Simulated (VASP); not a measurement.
A run of VASP 6.6.1 is set up as follows.

File INCAR:

```
PREC     = Accurate       # precision mode
ENCUT    = 520            # plane-wave cutoff, eV
EDIFF    = 1E-6           # SCF threshold, eV
ISMEAR   = 1              # smearing method
SIGMA    = 0.1            # smearing width, eV
LREAL    = False          # projectors in reciprocal space
LASPH    = True           # aspherical terms in the spheres
NELM     = 100            # most SCF steps
ALGO     = Fast           # electronic algorithm
ISIF     = 2              # what is computed and relaxed
LWAVE    = False          # write WAVECAR
LCHARG   = False          # write CHGCAR
LDIPOL   = True         
IDIPOL   = 3            
DIPOL    = 0.5 0.5 0.657
GGA      = PE             # functional
NBANDS   = 36             # bands
```

Contents of KPOINTS:

```
Automatic mesh
0
Gamma
  16 16 1
```

The input POSCAR:

```
W
1.0
    3.1646185137      0.0000000000      0.0000000000
    0.0000000000      3.1646185137      0.0000000000
    0.0000000000      0.0000000000     25.8578461265
W
4
Direct
    0.0000000000      0.0000000000      0.5680735063
    0.5000000000      0.5000000000      0.6252581972
    1.0000000000      0.0000000000      0.6905498935
    0.5000000000      0.5000000000      0.7445447954
```

Potentials or basis: VASP PAW PBE potentials, release 64 (W_sv).

The run is started by

```sh
$ cat potpaw_PBE.64/W_sv/POTCAR > POTCAR
$ mpirun -np 1 vasp_std > vasp.out
```

Problem. Estimate the band gap on the k mesh.

Solution. None (metal or under the smearing width).

Problem. What does it give for the largest force?

Solution. 1.266 eV/Å.

Forces in eV/Å, atoms in the order of the input:
```
W    0.000  0.000  1.011
W    0.000  0.000 -1.266
W    0.000  0.000  0.277
W    0.000  0.000 -0.021
```

Spin-orbit coupling is left out, which matters for the levels of W.
